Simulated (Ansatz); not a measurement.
What strain does to GaN (wurtzite)

GaN (wurtzite), relaxed with r2SCAN in Ansatz 0.2.0. It is hexagonal, P6_3mc (No. 186); conventional cell a = 3.183 Å, c = 5.184 Å, 11.37 Å³ an atom. Ga has 4 N at 1.95 Å; N has 4 Ga at 1.95 Å.

The axes x, y and z are those of this cell:
```
Ga N
1.0
     3.18315    0.00000    0.00000
    -1.59157    2.75669    0.00000
     0.00000    0.00000    5.18363
Ga N
2 2
Direct
  0.33333 0.66667 0.99911
  0.66667 0.33333 0.49911
  0.33333 0.66667 0.37589
  0.66667 0.33333 0.87589
```

Unstrained: The PBE gap is direct at Γ: 1.934 eV. With r2SCAN the gap is 2.351 eV and direct, at Γ. The HSE06 gap is direct at Γ: 3.199 eV. Meshes: PBE 12×12×6, r2SCAN 12×12×6, HSE06 6×6×4. Strains are changes of length per length, and xy shears are angles. After each strain the atoms were relaxed again with r2SCAN within the symmetry that the strain leaves, so tilts or polar shifts that break it weren't tested; points keep the names that they have in the unstrained zone. Calculated for a static, non-magnetic cell.

Changes of the least gap in eV (an overlap counts as a negative gap):

| strain | volume change (%) | space group | PBE | r2SCAN | HSE06 | energy rise, r2SCAN (meV/atom) |
| --- | --- | --- | --- | --- | --- | --- |
| isotropic -0.5 % on every length | -1.5 | P6_3mc | +0.100 | +0.105 | +0.115 | 1.6 |
| epitaxial +1.5 % in the xy plane, free normal strain -0.71 % | +2.3 | P6_3mc | -0.171 | -0.180 | -0.194 | 7.0 |
| xy shear, engineering strain (angle) +1.0 % | 0.0 | P2_1 | -0.030 | -0.031 | -0.029 | 0.4 |
| epitaxial +2.5 % in the xy plane, free normal strain -1.18 % | +3.8 | P6_3mc | -0.308 | -0.324 | -0.343 | 18.9 |

Isotropic -0.5 % on every length. HSE06: the gap goes from 3.199 to 3.314 eV (+0.115 eV). Stress change with r2SCAN, compression positive: xx +3.07, yy +3.07, zz +3.04 GPa. For HSE06, dE_g/d ln V = -7.6 eV over this step.

Epitaxial +1.5 % in the xy plane, free normal strain -0.71 %. HSE06: the gap goes from 3.199 to 3.005 eV (-0.194 eV); with r2SCAN the top three valence levels at Γ, grouped 2+1 from the top over 36 meV, become 1+2 over 86 meV. Stress change with r2SCAN, compression positive: xx -6.37, yy -6.37, zz +0.01 GPa.

Xy shear, engineering strain (angle) +1.0 %. HSE06: the gap goes from 3.199 to 3.170 eV (-0.029 eV); with r2SCAN the top three valence levels at Γ, grouped 2+1 from the top over 36 meV, become 1+1+1 over 66 meV. Stress change with r2SCAN, compression positive: xx -0.01, yy +0.02, zz -0.01, xy -1.14 GPa.

Epitaxial +2.5 % in the xy plane, free normal strain -1.18 %. HSE06: the gap goes from 3.199 to 2.856 eV (-0.343 eV); with r2SCAN the top three valence levels at Γ, grouped 2+1 from the top over 36 meV, become 1+2 over 152 meV. Stress change with r2SCAN, compression positive: xx -10.20, yy -10.20, zz +0.01 GPa.

The meshes of the hybrids are coarse, so their gaps aren't converged to the digits shown.

The splittings at Γ are without spin-orbit coupling, which regroups them where it is of like size or larger.
